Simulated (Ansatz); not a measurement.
PtSe2 (Sudovikovite) under changes of volume

One of the cells (20.265 Å³/atom); the others are scaled copies at fixed shape and fractional positions:

```xyz
3
Lattice="3.7240 0.0000 0.0000 -1.8620 3.2251 0.0000 0.0000 0.0000 5.0620" Properties=species:S:1:pos:R:3 pbc="T T T"
Pt    0.0000    0.0000    0.0000
Se    1.8620    1.0750    3.7965
Se    0.0000    2.1501    1.2655
```

| Item | Value |
| --- | --- |
| Program | Ansatz 0.2.0 |
| Functional | LDA |
| Potentials or basis | all-electron LAPW, scalar-relativistic |
| Cutoff | 293 eV (chosen from the basis error) |
| Basis error allowed | 0.002 eV/atom |
| k mesh | 8 × 8 × 5 |
| Occupations | fermi-dirac, width 0.05 eV |
| Spin | no spin polarisation |

```tsv
volume (Å³/atom)	energy over the lowest point (meV/atom)	pressure (GPa)	largest force (eV/Å)
19.049	30.63	9.1	1.048
19.455	12.21	5.5	0.739
19.860	2.33	2.4	0.455
20.265	0.00	-0.4	0.196
20.671	?	?	?
21.076	14.78	-5.2	0.260
21.481	30.46	-7.2	0.460
```

**Question.** What does the run at 20.671 Å³/atom give?

**Answer.** Energy over the lowest point 4.40 meV/atom; pressure -3.0 GPa; largest force 0.042 eV/Å.

Worked out: A Birch-Murnaghan fit of order 3 (a polynomial in V^(-2/3)) to the other rows has its minimum at 20.20 Å³/atom with B0 = V·E''(V) = 135 GPa and B' = 4.8 at fixed shape and positions, which overstates the stiffness. It gives 4.41 meV/atom at 20.671 Å³/atom, against the run's 4.40, and -dE/dV = -3.0 GPa, against -3.0.

Energies are extrapolated to zero smearing.

Caveats: forces of over 1 eV/Å show positions far from the minimum, so gaps and moduli don't describe the material at rest (some runs).
